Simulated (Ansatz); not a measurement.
## How far is this BeTe from the hull?

Computed with DFT PBE, scalar-relativistic, plane waves, PAW in Ansatz 0.2.0. All cells share a 420 eV cutoff and Γ-centred k meshes spaced at most about 0.3 Å⁻¹ (2π included). No spin polarisation.

Energies over the elements count from the elements' standard structures at the same level, with no fitted energy shifts.

All energies are static (0 K, no zero-point motion). Spin–orbit coupling, which can matter for Te, is left out. The reference form of Te is held partly by dispersion forces, which this level lacks.

The competitors are the elements and 1 reference phase of this chemical system (from databases or known types: BeTe), relaxed at the same level; other known phases may be missing.

The candidate was reached from: 4-connected net, two elements alternating.

```
Be Te
1.0
     7.18713    0.00000    0.00000
     0.00000    4.05337    0.00000
     0.00000    0.00000    6.95946
Be Te
4 4
Direct
  0.85671 0.75000 0.40574
  0.64329 0.25000 0.90574
  0.35671 0.75000 0.09426
  0.14329 0.25000 0.59426
  0.79634 0.25000 0.59400
  0.70366 0.75000 0.09400
  0.29634 0.25000 0.90600
  0.20366 0.75000 0.40600
```

Question: Is it stable, and against what?

Answer: Not the lowest form: another structure of the same formula lies lower. Its formation energy is -0.239 eV/atom. The lowest competing phase at this composition is this:

```tsv
phase	space group	source	share of atoms	ΔE_f (eV/atom)
BeTe	F-43m (No. 216)	COD	1.0000	-0.361
```

The candidate lies 122 meV/atom above this phase. The candidate matches no cell in the subsets of the Crystallography Open Database and the Materials Project at hand. It is metastable at best. Whether it is a true minimum wasn't tested by phonons.
